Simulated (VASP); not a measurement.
A run of VASP 6.6.1 is set up as follows.

The input INCAR:

```
SYSTEM = GaP
PREC = Accurate
ENCUT = 520
EDIFF = 1E-6
ISMEAR = 0
SIGMA = 0.02
LREAL = .FALSE.
LASPH = .TRUE.
NELM = 100
ALGO = Normal
ISIF = 2
LWAVE = .FALSE.
LCHARG = .TRUE.
GGA = PE
LELF = .TRUE.
LVHAR = .TRUE.
NBANDS = 16
```

File KPOINTS:

```
regular mesh
0
G
  8 8 8
  0 0 0
```

Contents of POSCAR:

```
GaP
1.0
    0.0000000000      2.7525584874      2.7525584874
    2.7525584874      0.0000000000      2.7525584874
    2.7525584874      2.7525584874      0.0000000000
Ga P
1 1
Direct
    0.0000000000      0.0000000000      0.0000000000
    0.2500000000      0.2500000000      0.2500000000
```

Potentials or basis: VASP PAW PBE potentials, release 64 (Ga_d, P).

Command:

```sh
$ cat potpaw_PBE.64/Ga_d/POTCAR potpaw_PBE.64/P/POTCAR > POTCAR
$ mpirun -np 1 vasp_std > vasp.out
```

Problem. Estimate the band gap on the k mesh.

Solution. 1.58 eV, direct.

Problem. Predict the pressure.

Solution. 0.0 GPa.

**The experiment to reproduce.**

From “Stacking defects in GaP nanowires: Electronic structure and optical properties”, 2018, arxiv:1810.01194, for a bulk crystal of GaP at 10 K: band gap 2.34 eV (indirect).

Against the measured gap of GaP, 2.34 eV (indirect; 10 K; quoted in “Stacking defects in GaP nanowires: Electronic structure and optical properties”, 2018, arxiv:1810.01194), the calculated 1.58 eV is off by -0.76 eV. Spin-orbit coupling on Ga is left out. The value is that of PBE on a finite k mesh, which can miss the band edges, without temperature or zero-point motion. Semilocal functionals fall short of measured gaps as a rule. The cell is a database's relaxed one, not the measured one, which moves gaps too.
